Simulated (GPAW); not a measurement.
## Ga K ELNES/XANES of GaN (P6_3mc) from DFT

Aim: the dependence of the Ga K near-edge features of GaN (P6_3mc) on volume.

Main program and level: GPAW 26.7.0; X-ray absorption from dipole matrix elements to empty bands, plane-wave PAW revPBE.

The database entry behind the starting cell differs from later determinations by our own check (about 0.3 % short, ideal inner coordinate), so it need not match the best structure at ambient conditions.

### Step 1. The starting structure

It takes space group P6_3mc (No. 186, hexagonal). The conventional cell has a = 3.180 Å, b = 3.180 Å, c = 5.166 Å, α = 90.00°, β = 90.00°, γ = 120.00°. Nearest to Ga lie 4 N at 1.94 to 1.95 Å. Nearest to N lie 4 Ga at 1.94 to 1.95 Å. Farther neighbours and most contacts between anions are not listed.

### Step 2. Ground state of the crystal

A plain self-consistent run shows whether there is a gap, which decides the set-up of the core-hole run.

scf.py reads:

```python
import numpy as np
from ase import Atoms
from ase.parallel import parprint, paropen
from gpaw import GPAW, PW, FermiDirac, Mixer, MixerDif, setup_paths
from gpaw.test import gen
setup_paths.insert(0, '.')
gen('Ga', name='nch1s', xcname='revPBE', corehole=(1, 0, 0), write_xml=True)
from gpaw.mpi import world
world.barrier()

atoms = Atoms('Ga2N2',
    cell=[[3.18, 0, 0],
     [-1.59, 2.75396078, 0],
     [0, 0, 5.166]],
    scaled_positions=[[0.66666667, 0.33333333, 0.5],
     [0.33333333, 0.66666667, 0],
     [0.66666667, 0.33333333, 0.875],
     [0.33333333, 0.66666667, 0.375]],
    pbc=True)
atoms.calc = calc = GPAW(legacy_gpaw=True, mode=PW(500, force_complex_dtype=True), xc='revPBE', setups={0: 'nch1s'},
    kpts={'size': (9, 9, 5), 'gamma': True}, occupations=FermiDirac(0.05),
    charge=0, mixer=Mixer(0.1, 5, 50), maxiter=150,
    convergence={'density': 0.0001, 'eigenstates': 1e-6}, txt='scf.txt')
energy = atoms.get_potential_energy() + calc.get_reference_energy()
ef = calc.get_fermi_level()
out = dict(energy=energy, fermi=ef, forces=atoms.get_forces().tolist())
parprint(f'all-electron energy {energy:.4f} eV, Fermi level {ef:.4f} eV')
ev = np.array([[calc.get_eigenvalues(k, s) for k in range(len(calc.get_ibz_k_points()))] for s in range(calc.get_number_of_spins())])
out['homo'], out['lumo'], out['counts'] = ev[ev < ef].max(), ev[ev > ef].min(), sorted(set((ev < ef).sum((0, 2)).tolist()))
out['filled'] = (ev[:, 0] < ef).sum(1).tolist()
import json
with paropen('out.json', 'w') as f:
    json.dump(out, f)
```

Command:

```bash
> OMP_NUM_THREADS=1 mpirun -n 4 gpaw python scf.py
```

Numbers of over 12 decimals in the logs are rounded to 6 here.

Output:

```text
Input parameters:
  convergence: {density: 0.0001,
                eigenstates: 1e-06}
  kpts: {gamma: True,
         size: (9, 9, 5)}
  maxiter: 150
  mixer: {backend: pulay,
          beta: 0.1,
          method: separate,
          nmaxold: 5,
          weight: 50}
  mode: {ecut: 500.0,
         force_complex_dtype: True,
         name: pw}
  occupations: {fixmagmom: False,
                name: fermi-dirac,
                width: 0.05}
  setups: {0: nch1s}
  xc: revPBE

Initialize ...

[... PAW data sets ...]

Reference energy: -108744.248728  # eV

Spin-paired calculation

[... convergence settings ...]
Symmetries present (total): 2
  [... symmetry matrices ...]

405 k-points: 9 x 9 x 5 Monkhorst-Pack grid
115 k-points in the irreducible part of the Brillouin zone
       k-points in crystal coordinates                weights
   0:     0.00000000    0.00000000    0.00000000          1/405
   1:     0.00000000    0.00000000    0.20000000          2/405
   2:     0.00000000    0.00000000    0.40000000          2/405
   3:     0.00000000    0.11111111   -0.40000000          2/405
   4:     0.00000000    0.11111111   -0.20000000          2/405
   5:     0.00000000    0.11111111    0.00000000          2/405
   6:     0.00000000    0.11111111    0.20000000          2/405
   7:     0.00000000    0.11111111    0.40000000          2/405
   8:     0.00000000    0.22222222   -0.40000000          2/405
   9:     0.00000000    0.22222222   -0.20000000          2/405
          ...
 114:     0.44444444    0.44444444    0.40000000          4/405

Wave functions: Plane wave expansion
  Cutoff energy: 500.000 eV
  Number of coefficients (min, max): 1129, 1165
  Pulay-stress correction: 0.000000 eV/Ang^3 (de/decut=0.000000)
  Using FFTW library
  Wavefunction extrapolation:
    Improved wavefunction reuse through dual PAW basis

Occupation numbers: Fermi-Dirac:
  width: 0.0500  # eV

Eigensolver
   Davidson(niter=2)

Densities:
  Coarse grid: 18*18*27 grid
  Fine grid: 36*36*54 grid
  Total Charge: 0.000000

Density mixing:
  Method: separate
  Backend: pulay
  Linear mixing parameter: 0.1
  old densities: 5
  Width of damping distribution: 1.1
  Damping of long wavelength oscillations: 50

[... Hamiltonian set-up ...]
Number of atoms: 4
Number of atomic orbitals: 16
Number of bands in calculation: 14
Number of valence electrons: 16
Bands to converge: occupied

... initialized

Initializing position-dependent things.

Density initialized from atomic densities
Creating initial wave functions:
  14 bands from LCAO basis set

           N

           Ga
        N

        Ga

Atomic positions and initial magnetic moments

Positions:
   0 Ga     1.590000    0.917987    2.583000    ( 0.0000,  0.0000,  0.0000)
   1 Ga    -0.000000    1.835974    0.000000    ( 0.0000,  0.0000,  0.0000)
   2 N      1.590000    0.917987    4.520250    ( 0.0000,  0.0000,  0.0000)
   3 N     -0.000000    1.835974    1.937250    ( 0.0000,  0.0000,  0.0000)

Unit cell:
           periodic     x           y           z      points  spacing
  1. axis:    yes    3.180000    0.000000    0.000000    18     0.1530
  2. axis:    yes   -1.590000    2.753961    0.000000    18     0.1530
  3. axis:    yes    0.000000    0.000000    5.166000    27     0.1913

  Lengths:   3.180000   3.180000   5.166000
  Angles:   90.000000  90.000000 120.000000

Effective grid spacing dv^(1/3) = 0.1729

iter:   1   -24.794454
iter:   2   -23.197196   -1.41  -0.56
iter:   3   -21.533037   -0.46  -0.67
iter:   4   -21.584744   -1.43  -1.14
iter:   5   -21.546685   -2.08  -1.49
iter:   6   -21.546283   -3.85  -2.51
iter:   7   -21.546661c  -4.52  -2.55
iter:   8   -21.545862c  -3.43  -2.43
iter:   9   -21.545862c  -4.87  -2.97
iter:  10   -21.545841c  -6.17c -2.94
iter:  11   -21.545748c  -4.85  -2.93
iter:  12   -21.545769c  -6.31c -3.42
iter:  13   -21.545777c  -4.55  -3.22
iter:  14   -21.545750c  -4.93  -3.27
iter:  15   -21.545742c  -6.29c -3.51
iter:  16   -21.545742c  -6.63c -4.11c

Converged after 16 iterations.

Dipole moment: (-0.000043, 0.000025, 1.369084) |e|*Ang

Energy contributions relative to reference atoms: (reference = -108744.248728)

Kinetic:        +65.863705
Potential:      -55.830932
External:        +0.000000
XC:             -31.579995
Entropy (-ST):   -0.000000
Local:           +0.001480
SIC:             +0.000000
--------------------------
Free energy:    -21.545742
Extrapolated:   -21.545742

Showing only first 2 kpts
 Kpt  Band  Eigenvalues  Occupancy
  0     6      6.73037    2.00000
  0     7      6.73041    2.00000
  0     8      8.69515    0.00000
  0     9     11.08685    0.00000

  1     6      6.60100    2.00000
  1     7      6.60104    2.00000
  1     8      9.60493    0.00000
  1     9     11.16125    0.00000

Fermi level: 7.80003

Gap: 1.965 eV
Transition (v -> c):
  (s=0, k=0, n=7, [0.00, 0.00, 0.00]) -> (s=0, k=0, n=8, [0.00, 0.00, 0.00])
No difference between direct/indirect transitions

Forces in eV/Ang:
  0 Ga    0.00000   -0.00002   -0.18921
  1 Ga    0.00000    0.00002   -0.18840
  2 N     0.00000   -0.00002    0.21229
  3 N     0.00000    0.00002    0.16232
Scalar-relativistic atomic revPBE calculation for Ga (Gallium, Z=31)
Core hole in 1s state (1s occupation: 2.0)
600 radial gridpoints.
|------------------------------------------------|
|------------------------------------------------|
[... the atom generator's iteration count ...]

Energy contributions:
-------------------------
Kinetic:    +1975.986163
XC:           -75.621183
Potential:  -3843.997840
-------------------------
Total:      -1943.632860

state      eigenvalue         ekin         rmax
-----------------------------------------------
1s^2.0 :  -375.765264   483.255900        0.032
2s^2.0 :   -46.376451    92.273723        0.182
2p^6.0 :   -40.379489    89.838470        0.146
3s^2.0 :    -5.443439    20.697400        0.565
3p^6.0 :    -3.633440    18.370171        0.567
3d^10.0:    -0.702242    12.957478        0.534
4s^2.0 :    -0.326311     1.908251        1.900
4p^1.0 :    -0.092959     0.888983        2.543
-----------------------------------------------
(units: Bohr and Hartree)

Generating PAW setup
Kinetic energy of the core from tauc = 1991.648729
Cutoffs:
rc(s)=2.200
rc(p)=2.200
rc(d)=2.200
rc(vbar)=1.980
rc(comp)=2.200
rc(nct)=2.200

Kinetic energy of the core states: 1971.280678
Charge: 0.0
Core electrons: 28.0
Valence electrons: 3.0
Pseudo-core charge: 1.914477
Shape function alpha=2.066
Pseudo-electron charge 5.191766
state    eigenvalue         norm
--------------------------------
4s(2) :    -0.326311     1.132991
*s    :     0.673689
4p(1) :    -0.092959     1.011308
*p    :     0.907041
*d    :     0.000000
--------------------------------

Diagonalizing with gridspacing h=0.050

state   all-electron     PAW
-------------------------------
4s:      -0.326311    -0.326463
4p:      -0.092959    -0.093044
*d:                    0.026030
*f:                    0.060048
-------------------------------
all-electron energy -108765.7945 eV, Fermi level 7.8000 eV
```

The job ended after 25 s (4 MPI ranks of Intel Xeon Platinum 8259CL at 2.50GHz (Skylake/Cascade Lake), shared host; peak memory 0.19 GiB; 99 s of CPU time).

The mesh shows a gap of 1.96 eV, so the hole is first treated in a charged cell, without the excited electron.

### Step 3. Supercell without a hole, the energy reference

The photon energy needs a difference of total energies, so the cell and mesh of the coming hole run are first run without a hole.

scf.py, as its differences from that of step 2:

```diff
@@ -10,13 +10,21 @@
 
-atoms = Atoms('Ga2N2',
-    cell=[[3.18, 0, 0],
-     [-1.59, 2.75396078, 0],
-     [0, 0, 5.166]],
-    scaled_positions=[[0.66666667, 0.33333333, 0.5],
+atoms = Atoms('Ga6N6',
+    cell=[[0, -5.50792157, 0],
+     [4.77, -2.75396078, 0],
+     [-1.59, 2.75396078, 5.166]],
+    scaled_positions=[[0.83333333, 0.5, 0.5],
+     [0.16666667, 0.83333333, 0.5],
+     [0.5, 0.16666667, 0.5],
+     [0.66666667, 0, 0],
+     [0, 0.33333333, 0],
      [0.33333333, 0.66666667, 0],
-     [0.66666667, 0.33333333, 0.875],
-     [0.33333333, 0.66666667, 0.375]],
+     [0.95833333, 0.625, 0.875],
+     [0.29166667, 0.95833333, 0.875],
+     [0.625, 0.29166667, 0.875],
+     [0.79166667, 0.125, 0.375],
+     [0.125, 0.45833333, 0.375],
+     [0.45833333, 0.79166667, 0.375]],
     pbc=True)
 atoms.calc = calc = GPAW(legacy_gpaw=True, mode=PW(500, force_complex_dtype=True), xc='revPBE', setups={0: 'nch1s'},
-    kpts={'size': (9, 9, 5), 'gamma': True}, occupations=FermiDirac(0.05),
+    kpts={'size': (4, 4, 4), 'gamma': True}, occupations=FermiDirac(0.02),
     charge=0, mixer=Mixer(0.1, 5, 50), maxiter=150,
```

Output:

```text
Input parameters:
  convergence: {density: 0.0001,
                eigenstates: 1e-06}
  kpts: {gamma: True,
         size: (4, 4, 4)}
  maxiter: 150
  mixer: {backend: pulay,
          beta: 0.1,
          method: separate,
          nmaxold: 5,
          weight: 50}
  mode: {ecut: 500.0,
         force_complex_dtype: True,
         name: pw}
  occupations: {fixmagmom: False,
                name: fermi-dirac,
[...]
4s(2) :    -0.326311     1.132991
*s    :     0.673689
4p(1) :    -0.092959     1.011308
*p    :     0.907041
*d    :     0.000000
--------------------------------

Diagonalizing with gridspacing h=0.050

state   all-electron     PAW
-------------------------------
4s:      -0.326311    -0.326463
4p:      -0.092959    -0.093044
*d:                    0.026030
*f:                    0.060048
-------------------------------
all-electron energy -326297.3739 eV, Fermi level 7.4876 eV
[key lines of the parts left out:]
Converged after 17 iterations.
Dipole moment: (3.074589, -5.325350, 4.104927) |e|*Ang
Free energy:    -64.629336
Fermi level: 7.48762
```

The job ended after 47 s (4 MPI ranks; peak memory 0.27 GiB; 3.1 min of CPU time).

Reference energy: -326297.374 eV with the cores included.

[end of part 1 of 4]

[Banner, clock and machine lines of the logs are left out without a mark of their own.]

[Logs are printed without paths, hosts, clocks, repeated set-up lines and the standing remarks that a program may print on its own settings, such as how far it seeks lower states.]

[Hosts, paths, dates, database ids (printed as entryN), source tags and the programs' standing remarks are cut or masked in the printed files.]

[Lists of maxima count a maximum above −3 eV only where it reaches 4 % of the highest in the window and stands out from its surroundings by 2 % of it (1.5 % where it reaches 55 %); shoulders and weaker maxima are passed over, and of the rest the first, up to two pre-edge ones and the few strongest are named.]
